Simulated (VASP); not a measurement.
Runs of VASP 6.6.1 on CaO (Lime). It takes space group Fm-3m (No. 225, cubic). The conventional cell has a = 4.718 Å, b = 4.718 Å, c = 4.718 Å, α = 90.00°, β = 90.00°, γ = 90.00°. Around Ca (site symmetry m-3m) lie 6 O at 2.36 Å. O (site symmetry m-3m) has 6 Ca at 2.36 Å as nearest neighbours. 

```tsv
task	cell	gap on the mesh (eV)	pressure (GPa)
relaxation of the atoms	atoms relaxed from: a relaxed cell with its volume scaled by 1.04	3.45	-4.6
relaxation of cell and atoms	relaxed	3.43	0.0
relaxation of the atoms	atoms relaxed from: a relaxed cell with its volume scaled by 0.96	(b)	5.8
relaxation of the atoms	atoms relaxed from: a relaxed cell with its volume scaled by 1.02	(a)	-2.4
relaxation of the atoms	atoms relaxed from: a relaxed cell with its volume scaled by 0.98	3.41	2.8
relaxation of the atoms	atoms relaxed	3.43	0.0
relaxation of the atoms	atoms relaxed from: a relaxed cell with its volume scaled by 1.06	3.46	-6.6
```

Alike in all rows: level LDA; potentials or basis VASP PAW LDA potentials, release 64 (Ca_sv, O); no spin polarisation; k mesh 10 × 10 × 10; cutoff (eV) 600; smearing gaussian 0.03 eV.

Question: Fill in the values left out.

Answer: (a) 3.44; (b) 3.39.

Caveats: the relaxation stopped at its first step, so nothing moved.

A k mesh can miss the band edges.

Runs at the PBE level aren't shown here.
